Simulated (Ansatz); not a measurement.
Runs of Ansatz 0.2.0 on PbSe (Clausthalite). Symmetry: Fm-3m, No. 225, cubic system. The conventional cell has a = 6.121 Å, b = 6.121 Å, c = 6.121 Å, α = 90.00°, β = 90.00°, γ = 90.00°. Pb (site symmetry m-3m) has 6 Se at 3.06 Å as nearest neighbours. Se (site symmetry m-3m) has 6 Pb at 3.06 Å as nearest neighbours. 

```csv
task,level,potentials or basis,cell,cutoff (eV),smearing,basis error allowed,gap on the mesh (eV),pressure (GPa)
relaxation of cell and atoms,PBEsol,"all-electron LAPW, scalar-relativistic",relaxed,-,fermi-dirac 0.05 eV,0.001 eV/atom,-,0.0
Born charges,LDA,all-electron PAW datasets made for the crystal,as given,270,fixed,-,(a),-
electron localisation function,PBEsol+D4,all-electron PAW datasets made for the crystal,"atoms moved at random, drawn with an rms of 0.1 Å",240,gaussian 0.05 eV,-,0.28,-1.5
band structure,BLYP,"all-electron LAPW, scalar-relativistic",as given,188,fermi-dirac 0.05 eV,0.001 eV/atom,0.41,(b)
Born charges,PBEsol,all-electron PAW datasets made for the crystal,as given,270,fixed,-,0.20,-
```

Alike in all rows: no spin polarisation; k mesh 8 × 8 × 8.

Question: Estimate the missing entries.

Answer: (a) 0.18; (b) 5.9.

Caveats: spin-orbit coupling is left out, which as a rule narrows the gap of such compounds by several tenths of an eV (some runs); the program warned that the printed levels may be off, so bands, gaps and densities of states are rough (some runs).

A k mesh can miss the band edges, and the runs leave out spin-orbit coupling on Pb, Se.

The runs don't all hold the same shells in valence.

Runs at the PBE level aren't shown here.
